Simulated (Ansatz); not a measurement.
# SiO₂ — ¹⁷O NMR of the central transition

Cell: a Materials Project structure (computed, not necessarily an observed phase).

```cif
data_SiO2
_symmetry_space_group_name_H-M 'I4_1/amd:1'
_symmetry_Int_Tables_number 141
_cell_length_a 7.1219
_cell_length_b 7.1219
_cell_length_c 17.7701
_cell_angle_alpha 90.000
_cell_angle_beta 90.000
_cell_angle_gamma 90.000
loop_
_atom_site_label
_atom_site_type_symbol
_atom_site_symmetry_multiplicity
_atom_site_Wyckoff_symbol
_atom_site_fract_x
_atom_site_fract_y
_atom_site_fract_z
Si Si 16 h 0.0000 0.2196 0.2145
O9 O 8 e 0.0000 0.0000 0.2341
O13 O 16 g 0.8143 0.3143 0.2500
O21 O 8 c 0.0000 0.2500 0.1250
```

One atom of each set is listed; the run and its k-mesh use a cell of 24 atoms with edges of 10.21, 10.21, 10.21 Å.

Method: Kohn–Sham DFT in Ansatz, r2SCAN, plane waves and PAW (field gradients read without the response of the frozen cores, which leaves them typically 4 to 6 % off), scalar-relativistic, 500 eV cutoff, Γ-centred 4×4×4 k-points, Fermi–Dirac smearing 0.02 eV.

¹⁷O has I = 5/2 and Q = -25.58 mb (Pyykkö 2018); at 21.1 T its Larmor frequency is ν₀ = 121.8 MHz. Only the quadrupole interaction is simulated: positions count from each site's isotropic chemical shift, and J coupling is left out, as are shift anisotropy and dipolar coupling, which fast spinning averages.

(1) Simulate the second-order pattern (fast magic-angle spinning, Gaussian broadening 0.2 kHz) of site O21 (2 Si at 1.61 Å, angle 180°).

Results:

(1) The calculation gives C_Q = -6.44 MHz and η = 0.06, so ν_Q = 0.966 MHz and the centre of gravity lies at -16.8 ppm (-2.05 kHz).

```
offset (kHz)  height
      -5.297       0
      -5.084       3
      -4.871       6
      -4.658       6
      -4.444       6
      -4.231       6
      -4.018       6
      -3.805       7
      -3.592       7
      -3.378      19
      -3.165      74
      -2.952      66
      -2.739      49
      -2.525      43
      -2.312      41
      -2.099      40
      -1.886      41
      -1.673      43
      -1.459      46
      -1.246      54
      -1.033      72
      -0.820     100
      -0.606      35
      -0.393       1
```

At O21 V_zz points along the line of its two bonds (within 1°).

The run took 2 min of wall time (2 min of CPU time) and 2.7 GiB at its peak, on 1 thread of Intel Xeon Platinum 8259CL CPU @ 2.50GHz (Skylake/Cascade Lake) (x86_64; 16 cores open to the job, memory cap 3.0 GiB, no GPU), a shared host with a load of 0.3 a core.
